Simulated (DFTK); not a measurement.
Runs of DFTK 0.8.2 on Sn. Symmetry: I4_1/amd, No. 141, tetragonal system. Conventional cell: a = 5.880 Å, b = 5.880 Å, c = 3.199 Å, α = 90.00°, β = 90.00°, γ = 90.00°. Sn (site symmetry -4m2) has 6 Sn at 3.05 to 3.20 Å as nearest neighbours. 

```csv
level,gap on the mesh (eV),pressure (GPa)
PBEsol,none,-1.8
WC,none,-1.6
AM05,none,-1.6
LDA,none,-4.0
PBE,none,(a)
```

Alike in all rows: task band structure; potentials or basis SG15 1.2 (PBE); no spin polarisation; cell as given; k mesh 6 × 6 × 6; cutoff (eV) 1225; smearing fermi-dirac 0.05 eV; the mesh is coarse, so values aren't converged.

Fill in the values left out.

(a) 1.4.

Caveats: all runs use coarse meshes; spin-orbit coupling is left out, which moves the levels of the heavy elements; the potentials were made for another functional, which shifts forces and pressure (some runs).

A k mesh can miss the band edges, and the runs leave out spin-orbit coupling on Sn.

A gap of «none» marks a metal or a gap under the smearing width.
